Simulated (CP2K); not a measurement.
**HfN under changes of volume**

One of the cells (11.482 Å³/atom); the others are scaled copies at fixed shape and fractional positions:

```xyz
2
Lattice="3.1905 0.0000 0.0000 1.5952 2.7630 0.0000 1.5952 0.9210 2.6050" Properties=species:S:1:pos:R:3 pbc="T T T"
Hf    0.0000    0.0000    0.0000
N     3.1905    1.8420    1.3025
```

- Program: CP2K 2026.2
- Functional: PBEsol
- Potentials or basis: POTENTIAL_UZH Hf GTH-PBE-q12, N GTH-PBE-q5; TZVP-MOLOPT-PBE-GTH basis
- Density cutoff: 6123 eV
- k mesh: 10 × 10 × 10
- Occupations: fermi-dirac, width 0.05 eV
- Spin: no spin polarisation

```tsv
volume (Å³/atom)	energy over the lowest point (meV/atom)	pressure (GPa)
10.793	22.13	14.7
11.023	?	?
11.252	0.00	1.4
11.482	2.16	-4.3
11.712	12.03	-9.4
11.941	28.81	-13.9
12.171	51.79	-18.0
```

What does the run at 11.023 Å³/atom give?

Energy over the lowest point 6.41 meV/atom; pressure 7.7 GPa.

Worked out: A Birch-Murnaghan fit of order 3 (a polynomial in V^(-2/3)) to the other rows has its minimum at 11.30 Å³/atom with B0 = V·E''(V) = 286 GPa and B' = 4.2. It gives 6.30 meV/atom at 11.023 Å³/atom, against the run's 6.41, and -dE/dV = 7.6 GPa, against 7.7.

Energies are extrapolated to zero smearing.

Caveats: the potentials were made for another functional, which shifts forces and pressure; the basis of atomic orbitals isn't converged, which shifts pressures, moduli and gaps.
